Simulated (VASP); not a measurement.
**SiC (wurtzite), PBEsol relaxation of cell and atoms: VASP's output and Ansatz's**

POSCAR

```
Si C
 1.0000000000000000
     3.0918273680621127    0.0000000000301718    0.0000000000000000
    -1.5459136840571859    2.6776010448426839   -0.0000000000000000
     0.0000000000000000    0.0000000000000000    5.0742733052383189
 Si  C
   2   2
Cartesian
 -0.0000000000174197  1.7850673632385132 -0.0020976691091829
  1.5459136840223464  0.8925336816343424  2.5350389835099767
 -0.0000000000174197  1.7850673632385132  1.9049501585735527
  1.5459136840223464  0.8925336816343424  4.4420868111927128
```

VASP ran with the recommended PBE PAW datasets (16 valence electrons in the cell).

From OUTCAR

```
k-points           NKPTS =     57   k-points in BZ     NKDIM =     57   number of bands    NBANDS=     16

   NELECT =      16.0000    total number of electrons

   dimension x,y,z NGX =    28 NGY =   28 NGZ =   42
   dimension x,y,z NGXF=    56 NGYF=   56 NGZF=   84

  energy-cutoff  :      600.00
  volume of cell :       41.40
      direct lattice vectors                 reciprocal lattice vectors
     3.076839694  0.000000000 -0.000000000     0.325008808  0.187643923  0.000000000
    -1.538419847  2.664621339  0.000000000    -0.000000000  0.375287845  0.000000000
     0.000000000  0.000000000  5.049708769     0.000000000  0.000000000  0.198031222

 k-points in reciprocal lattice and weights: KPOINTS created by Atomic Simulation Env
   0.00000000  0.00000000  0.00000000       0.002
   0.08333333 -0.00000000  0.00000000       0.010
   0.16666667  0.00000000  0.00000000       0.010
   0.25000000  0.00000000  0.00000000       0.010
   0.33333333  0.00000000  0.00000000       0.010
   0.41666667  0.00000000  0.00000000       0.010
   0.50000000  0.00000000  0.00000000       0.005
   0.08333333  0.08333333  0.00000000       0.010
   ...

 E-fermi :   8.5608

 k-point     1 :       0.0000    0.0000    0.0000
  band No.  band energies     occupation
      1      -7.3849      2.00000
      2      -3.7850      2.00000
      3      -0.5595      2.00000
      4       6.8760      2.00000
      5       6.8760      2.00000
      6       8.0850      2.00000
      7       8.1973      2.00000
      8       8.1973      2.00000
      9      12.9318      0.00000
     10      14.3384      0.00000
     11      14.7877      0.00000
     12      14.7877      0.00000
     13      15.8687      0.00000
     14      17.0856      0.00000
     15      17.0856      0.00000
     16      19.4083      0.00000

 k-point     2 :       0.0833   -0.0000    0.0000
  band No.  band energies     occupation
      1      -7.2639      2.00000
      2      -3.6815      2.00000
      3      -0.4474      2.00000
      4       6.1848      2.00000
      5       6.6621      2.00000
      6       7.7340      2.00000
      7       8.0072      2.00000
      8       8.1314      2.00000
      9      13.3392      0.00000
     10      14.3067      0.00000
     11      14.8240      0.00000
     12      15.0399      0.00000
     13      16.0477      0.00000
     14      16.8082      0.00000
     15      17.3869      0.00000
     16      18.4943      0.00000

 k-point     3 :       0.1667    0.0000    0.0000
  band No.  band energies     occupation
      1      -6.9041      2.00000
      2      -3.3800      2.00000
      3      -0.1198      2.00000
      4       4.6843      2.00000
      5       6.1800      2.00000
      6       6.6179      2.00000
      7       7.7220      2.00000
      8       7.9107      2.00000
      9      12.9742      0.00000
     10      14.8886      0.00000
     11      15.2152      0.00000
     12      15.4437      0.00000
     13      15.5780      0.00000
     14      17.1909      0.00000
     15      17.6557      0.00000
     16      18.0291      0.00000

 k-point     4 :       0.2500    0.0000    0.0000
  band No.  band energies     occupation
      1      -6.3164      2.00000
      2      -2.9169      2.00000
      3       0.3788      2.00000
      4       3.0467      2.00000
      5       5.2314      2.00000
      6       5.6583      2.00000
      7       7.1707      2.00000
      8       7.5911      2.00000
      9      12.1378      0.00000
     10      13.9306      0.00000
     11      15.3908      0.00000
     12      15.7736      0.00000
     13      16.1901      0.00000
     14      17.3782      0.00000
     15      18.1555      0.00000
     16      18.9177      0.00000

 k-point     5 :       0.3333    0.0000    0.0000
  band No.  band energies     occupation
      1      -5.5280      2.00000
      2      -2.4141      2.00000
      3       0.7309      2.00000
      4       1.9163      2.00000
      5       3.8196      2.00000
      6       5.2276      2.00000
      7       6.3390      2.00000
      8       7.2845      2.00000
      9      11.4485      0.00000
     10      12.9900      0.00000
     11      15.3203      0.00000
     12      15.5591      0.00000
     13      16.6294      0.00000
     14      17.9282      0.00000
     15      19.0262      0.00000
     16      20.1747      0.00000

 k-point     6 :       0.4167    0.0000    0.0000
  band No.  band energies     occupation
      1      -4.6218      2.00000
      2      -2.2742      2.00000
      3       0.3626      2.00000
      4       2.2176      2.00000
      5       2.6136      2.00000
      6       4.9507      2.00000
      7       5.3924      2.00000
      8       7.0728      2.00000
      9      11.0035      0.00000
     10      12.4757      0.00000
     11      15.0840      0.00000
     12      15.3274      0.00000
     13      17.3803      0.00000
     14      18.2027      0.00000
     15      19.1734      0.00000
     16      20.3517      0.00000

 ...

  Total        0.0066188      0.0066188     -0.0142152     -0.0000000      0.0000000     -0.0000000
  in kB        0.2561443      0.2561443     -0.5501180     -0.0000000      0.0000000     -0.0000000
  external PRESSURE =      -0.0126098 kB  Pullay stress =       0.0000000 kB

 POSITION                                       TOTAL-FORCE (eV/Angst)
 -----------------------------------------------------------------------------------
     -0.00000      1.77641      5.04759        -0.000000     -0.000000      0.002406
      1.53842      0.88821      2.52273         0.000000     -0.000000      0.002406
     -0.00000      1.77641      1.89576        -0.000000     -0.000000     -0.002406
      1.53842      0.88821      4.42062         0.000000      0.000000     -0.002406
 -----------------------------------------------------------------------------------
    total drift:                               -0.000000     -0.000000     -0.000105

  FREE ENERGIE OF THE ION-ELECTRON SYSTEM (eV)
  ---------------------------------------------------
  free  energy   TOTEN  =       -31.8257205224 eV

  energy  without entropy=      -31.8257205224  energy(sigma->0) =      -31.82572052
```

Each program uses its own PAW datasets. VASP's cell holds 16 valence electrons and Ansatz's 16.

Q: What does Ansatz give for the same cell and level of theory?

A: relaxed cell vector lengths 3.076, 3.076, 5.048 Å; relaxed cell volume 41.36 Å³.

Ansatz printed

```
basis re-selected at this cell: Δ(F+E_penalty+E_count) = +1.069e-3 eV, ΔP = -0.047 GPa vs the last step (what re-selecting the basis moved, of the pressure what is left beyond the Pulay correction that the steps carried, after the strain that the cell walked since its last selection, with what the two solves' SCF thresholds leave and, on support functions, any second-order correction that the steps lacked; it is no measure of the basis error at this ecutwfc). This SCF's stress stands 1.66e-2 GPa from its target on what of the cell is left free (relax.cell.stress_tol is 5.00e-2 GPa) and its largest allowed force component is 8.21e-4 eV/Å (relax.f_tol is 5.00e-3 eV/Å): within both
SCF converged after 5 iterations
Free energy (F): -1737.405133 eV
Harris-Foulkes:  -1737.405133 eV  (|F-HF|=1.05e-11)
Internal energy: -1737.405133 eV  (E = F + TS)
E sigma→0 (E₀):  -1737.405133 eV
Fermi energy:    10.634219 eV
--- Per-component energies (eV) ---
  E_band       = 56.285803
  E_kinetic    = 270.692197
  E_local      = -209.284149  (includes V_loc(G=0)·N_el)
  E_nonlocal   = 103.935341
  E_hartree    = 63.969447
  E_xc         = -209.317559
  E_vxc        = -218.397973  (∫ρ·V_xc dr)
  E_paw        = -1188.666227  (= ΣΔE_a)
  E_vpaw       = -18.598535  (= ΣTr[D̂ρ^β])
  E_aug_tail   = 0.000028  (compensation charges beyond the density's cutoff)
  E_ewald      = -568.839533
  E_core_change = 0.105322  (= ΣΔE_core)
  E_smearing   = -0.000000  (= −TS)
  E_closure    = 0.000000  (closes the sum)
  Σ components = -1737.405133   (vs F -1737.405133, Δ=0.00e0)
--- Forces (eV/Å), atoms counted from 1 ---
  atom   1  Si    -0.00000000     0.00000000    -0.00082105
  atom   2  Si     0.00000000    -0.00000000    -0.00082105
  atom   3  C     -0.00000000     0.00000000     0.00082086
  atom   4  C      0.00000000    -0.00000000     0.00082086
  max |Σ_I F_I| component: 3.79e-7 eV/Å
--- Stress (GPa, compression-positive) ---
       -0.016627       0.000000       0.000000
        0.000000      -0.016627       0.000000
        0.000000       0.000000      -0.007334
  P = ⅓ Tr σ = -0.0135 GPa (-0.135 kbar)
--- Relaxed structure (3 steps of the walk, 3 accepted, 1 SCFs on fresh bases) ---
  F+E_penalty+E_count = -1737.40513317 eV   max|allowed force component| = 8.210e-4 eV/Å   (the final SCF, on the basis selected at the relaxed cell)
  cell:  # Å, volume = 41.3627 Å³
    - [3.0760607267071753, 2.872040184096584e-11, -2.03177375280612e-18]
    - [-1.53803036337846, 2.663946732897675, 1.258958539089689e-18]
    - [-3.3345248905644443e-18, 4.606407110246867e-19, 5.047645443209921]
  atoms:
    - { symbol: Si, position: [0.33333333333333337, 0.6666666666666666, -0.0004145029779603537] }
    - { symbol: Si, position: [0.6666666666666667, 0.3333333333333333, 0.49958549702203964] }
    - { symbol: C, position: [0.33333333333333337, 0.6666666666666666, 0.3754145029779603] }
    - { symbol: C, position: [0.6666666666666667, 0.3333333333333333, 0.8754145029779602] }
```
